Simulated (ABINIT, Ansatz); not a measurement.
Planning a run of ABINIT 10.8.3 on KBr (Fm-3m). The input:

```
acell 3*1.0 Angstrom
rprim 
  0.000000000000 3.300000000000 3.300000000000
  3.300000000000 0.000000000000 3.300000000000
  3.300000000000 3.300000000000 0.000000000000
ntypat 2
znucl 19 35
natom 2
typat 1 2
xred 
  0.000000000000 0.000000000000 0.000000000000
  0.500000000000 0.500000000000 0.500000000000
pp_dirpath "pseudos"
pseudos "K.upf, Br.upf"
ecut 33
ngkpt 4 4 4
nshiftk 1
shiftk 0 0 0
kptopt 1
chksymbreak 0
istwfk *1
occopt 1
irdwfk 1
optdriver 4
nband 540
gwcalctyp 0
ecutsigx 33
symsigma 1
nkptgw 1
kptgw 
  0.0000000000 0.0000000000 0.0000000000
bdgw 
  6 12
ecuteps 10.4
irdscr 1
ppmodel 4
indata_prefix "in"
outdata_prefix "out"
tmpdata_prefix "tmp"
```

```sh
OMP_NUM_THREADS=1 mpirun -n 4 abinit run.abi > log
```

How long will it take on 4 MPI ranks of Arm Neoverse V2, shared host, and how much memory?

It took 88 s; on shared hardware allow 44 s to 2.9 min. Peak host memory was 4.4 GiB.

[Paths, hosts, dates, memory and timing lines, banners, echoed tables and standing remarks are left out of the program output.]

[Logs are printed without paths, hosts, clocks, repeated set-up lines and the standing remarks that a program may print on its own settings, such as how far it seeks lower states.]

[Runs of the session that timed out or met a known fault of the program may be left out.]

[Hosts, paths, dates, database ids (printed as entryN), source tags and the programs' standing remarks are cut or masked in the printed files.]

[G0W0 gaps are taken among the corrected bands and points alone; a level outside them can change the order at an edge.]

[Where Ansatz stands beside ABINIT at settings called matched, ABINIT's density can come from a denser mesh and the files from another edition; pairs whose starting gaps differed by over 0.03 eV were left out, so agreement reads better than it is.]
